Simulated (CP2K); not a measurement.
Crystal: TiO2.

```
Ti O
1.0
     4.59984    0.00000    0.00000
     0.00000    4.59984    0.00000
     0.00000    0.00000    2.95921
Ti O
2 4
Direct
  0.00000 0.00000 0.50000
  0.50000 0.50000 0.00000
  0.30432 0.30432 0.50000
  0.19568 0.80432 0.00000
  0.80432 0.19568 0.00000
  0.69568 0.69568 0.50000
```

The cell is a database's computed one.

Program: CP2K 2026.2. Alike in all runs: task band structure; no spin polarisation; cell as given; k mesh 6 × 6 × 9; smearing fermi-dirac 0.0259 eV.

Q: Order these runs on this cell by their pressure, lowest first.
A. level LDA; potentials or basis GTH_POTENTIALS Ti GTH-PADE-q12, O GTH-PADE-q6; TZVP-MOLOPT-PBE-GTH basis; EPS_DEFAULT 1.0E-10; points a segment of the path (NPOINTS) 10; bands added on the path 6; CUTOFF of the grids 600 Ry
B. level r2SCAN; potentials or basis POTENTIAL_UZH Ti GTH-SCAN-q12, O GTH-SCAN-q6; TZVP-MOLOPT-SCAN-GTH basis; EPS_DEFAULT 1.0E-9; points a segment of the path (NPOINTS) 8; bands added on the path 4; CUTOFF of the grids 850 Ry
C. level PBE; potentials or basis POTENTIAL_UZH Ti GTH-PBE-q12, O GTH-PBE-q6; TZVP-MOLOPT-PBE-GTH basis; EPS_DEFAULT 1.0E-9; points a segment of the path (NPOINTS) 8; bands added on the path 6; CUTOFF of the grids 600 Ry

A: A (-8.6 GPa), B (0.3 GPa), C (5.2 GPa).

Caveats: the basis of atomic orbitals isn't converged, which shifts pressures, moduli and gaps.

Not every run made on this cell is shown here.
